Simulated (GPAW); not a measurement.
**free-standing square V monolayer, spacing 3.216 A: exchange couplings by hand from total energies**

Aim: get Heisenberg couplings of free-standing square V monolayer, spacing 3.216 A from the energies of collinear orders, with pencil and paper, and test them on an order left out of the fit.

Main program and level: GPAW 26.7.0; LDA; plane waves with GPAW's PAW setups, scalar-relativistic.

## Step 1: Set-up

The cell holds 1 atom: 1 V. Cell: a = 3.216 Å, b = 3.216 Å, c = 14.000 Å, α = 90.0°, β = 90.0°, γ = 90.0°. model lattice. Vacuum lies along c.

## Step 2: The parallel order

All energies count from this run.

order1.py reads:

```python
import json
import numpy as np
from ase import Atoms
from ase.parallel import paropen, parprint
from gpaw import GPAW

atoms = Atoms(['V'],
    cell=[[3.216, 0.0, 0.0],
         [0.0, 3.216, 0.0],
         [0.0, 0.0, 14.0]],
    scaled_positions=[[0.0, 0.0, 0.5]],
    pbc=True,
    magmoms=[1.5])
atoms.calc = GPAW(mode={'name': 'pw', 'ecut': 550},
    xc='LDA',
    kpts={'size': (8, 8, 1), 'gamma': True},
    occupations={'name': 'fermi-dirac', 'width': 0.1},
    convergence={'density': 1e-05, 'energy': 1e-05},
    maxiter=200,
    symmetry={'tolerance': 1e-4},
    txt='order1.txt')
e = atoms.get_potential_energy(force_consistent=True)
res = {'free_energy': e, 'energy_sigma0': atoms.get_potential_energy(), 'fermi_energy': atoms.calc.get_fermi_level()}
res['moments'] = atoms.get_magnetic_moments().tolist()
res['total'] = atoms.get_magnetic_moment()
parprint('site moments (muB):', np.round(res['moments'], 3))
parprint(f"total moment: {res['total']:.3f} muB")
parprint(f'free energy: {e:.6f} eV')
atoms.calc.write('order1.gpw')
n = atoms.calc.get_pseudo_density()
up, down = (atoms.calc.get_pseudo_density(spin=i) for i in (0, 1))
np.savez('grids.npz', density=n, spin=up - down)
with paropen('results.json', 'w') as f:
    json.dump(res, f)
```

Launch:

```sh
> OMP_NUM_THREADS=1 python3 order1.py > order1.log
```

The log of the run:

```text
site moments (muB): [2.895]
total moment: 3.892 muB
free energy: -5.224951 eV

--- order1.txt ---
Input parameters:
  mode=PW(ecut=550),
  convergence={'density': 1e-05, 'energy': 1e-05},
  kpts=MonkhorstPack(size=(8, 8, 1), gamma=True),
  maxiter=200,
  occupations=Occupations(name='fermi-dirac', width=0.1),
  symmetry=Symmetry(tolerance=0.0001),
  xc=XC(name='LDA')

Diagonalizing LCAO Hamiltonian
[...]
|          3 |       -41.229 |     1.000 |       -38.323 |     1.000 |
|          4 |        -6.549 |     1.000 |        -5.116 |     1.000 |
[...]
|          9 |        -2.320 |     0.012 |         0.071 |     0.000 |
|         10 |        -2.203 |     0.004 |         0.228 |     0.000 |
|         11 |         1.015 |     0.000 |         1.293 |     0.000 |
|         12 |         2.142 |     0.000 |         2.381 |     0.000 |

No gap
No difference between direct/indirect transitions


[key lines of the parts left out:]
Free energy:      -5.224951
Converged in 14 steps
dipole moment: (-7.583801, -7.583801, 0.000000)  # |e|*Ang
Fermi level: -2.757
```

The job ended after 22 s (1 MPI rank of Intel Xeon Platinum 8488C (Sapphire Rapids), shared host; peak memory 0.22 GiB).

Spin moment in the augmentation sphere by atom:

```csv
atom,spin moment in the augmentation sphere (μB)
V1,2.89
```

Read from the output:

| Item | Value |
| --- | --- |
| magnetization | 3.892 μB |
| final state | ferromagnetic |

After 14 cycles the largest moment stands at 2.89 μB.

## Step 3: The orders used for the fit

The other orders were run with the same settings, on meshes that hold the same points. Free energies (smearing 0.1 eV, its entropy term included) are divided by the number of V atoms; q is in fractions of the reciprocal vectors of the first run's cell.

```csv
order,atoms,mesh,free energy (eV),eV per V,largest moment (μB)
F +,1,8×8×1,-5.2250,-5.2250,2.89
"AF q=(0,1/2,0) +-",2,8×4×1,-10.5045,-5.2522,2.82
```

## Step 4: Counting neighbours

With E = −Σ J e_i·e_j over ordered pairs of unit vectors, turning a neighbour from parallel to opposed costs 2J a V atom. So an order lies 2 Σ n J over the parallel one, n being the opposed neighbours in each shell.

```csv
shell,distance (Å),neighbours,"opposed in AF q=(0,1/2,0) +-","opposed in AF q=(1/2,1/2,0) +-"
J1,3.22,4,2,4
J2,4.55,4,4,0
```

Only J1 is kept.

## Step 5: Solving

```
2 × 2 × J1 = -27.28 meV    (AF q=(0,1/2,0) +-)
J1 = -6.82 meV
```

## Step 6: The test

The couplings now give the orders that were left out:

```
2 × 4 × (-6.82) = -54.56 meV    (AF q=(1/2,1/2,0) +-)
```

The runs themselves:

```csv
order,atoms,mesh,free energy (eV),eV per V,largest moment (μB),over the parallel order (meV),foretold (meV)
"AF q=(1/2,1/2,0) +-",2,4×8×1,-10.2694,-5.1347,2.68,+90.24,-54.56
```

## Step 7: One more shell

The miss asks for the next shell, which takes one more order into the fit and leaves none for a test.

```
2 × 2 × J1 + 2 × 4 × J2 = -27.28 meV    (AF q=(0,1/2,0) +-)
2 × 4 × J1 = +90.24 meV    (AF q=(1/2,1/2,0) +-)
J1 = +11.28 meV
J2 = -9.05 meV
```

## Step 8: Summary of results

| Quantity | Value |
| --- | --- |
| J1 (V–V at 3.22 Å) | -6.82 meV |
| largest miss on the orders left out | 145 meV |
| J1 with 2 shells | 11.3 meV |
| J2 with 2 shells | -9.05 meV |

In words: The model misses the order left out by 145 meV, 123 % of the span of the orders, so it fails: these couplings alone don't describe the crystal. With the next shell added the couplings are J1 = +11.28 and J2 = -9.05 meV, untested. The first dropped shell that the test feels is J2 at 4.55 Å. The site moments spread by 7.4 % over the orders. In a metal couplings reach far, and the mesh was not tested. The couplings are effective ones: further shells with opposed neighbours are folded into them or show in the miss. No mean-field temperature is given: it needs a model that holds, an unfrustrated order and couplings in all three dimensions.

[Logs and program files are shortened in this print: banners, set-up blocks, solver, clock and traceback lines can be left out without a mark of their own.]

[Logs are printed without paths, hosts, clocks, repeated set-up lines and the standing remarks that a program may print on its own settings, such as how far it seeks lower states.]

[Hosts, paths, dates, database ids (printed as entryN), source tags and the programs' standing remarks are cut or masked in the printed files.]

[Where a cell is said to come from a database of computed structures, the database is the Materials Project.]
